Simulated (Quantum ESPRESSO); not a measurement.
The system is TiTe.

```
Ti Te
1.0
     4.86799    0.00000    0.00000
     0.00000    4.86799    0.00000
     0.00000    0.00000    6.06066
Ti Te
2 2
Direct
  0.00000 0.50000 0.00000
  0.50000 0.00000 0.50000
  0.00000 0.00000 0.25000
  0.00000 0.00000 0.75000
```

The cell comes from a database or a generator and needn't be the stable form of this composition.

Program: Quantum ESPRESSO 7.5. Alike in all runs: task single point; potentials or basis PseudoDojo 0.4.1 SR PBEsol standard; spin collinear, ferromagnetic start; cell as given; k mesh 3 × 3 × 3; cutoff (eV) 1143; smearing gaussian 0.05 eV; the mesh is coarse, so values aren't converged.

Problem. Order these runs on this cell by their pressure, lowest first.
A. level PBEsol+U; U Ti d U = 8 eV
B. level PBEsol+U; U Ti d U = 3 eV
C. level PBEsol+U; U Ti d U = 5 eV
D. level PBEsol

Solution. D (-2.3 GPa), B (1.7 GPa), C (3.7 GPa), A (6.6 GPa).

Caveats: all runs use coarse meshes; the U is typed as a test and isn't derived for this compound (some runs).
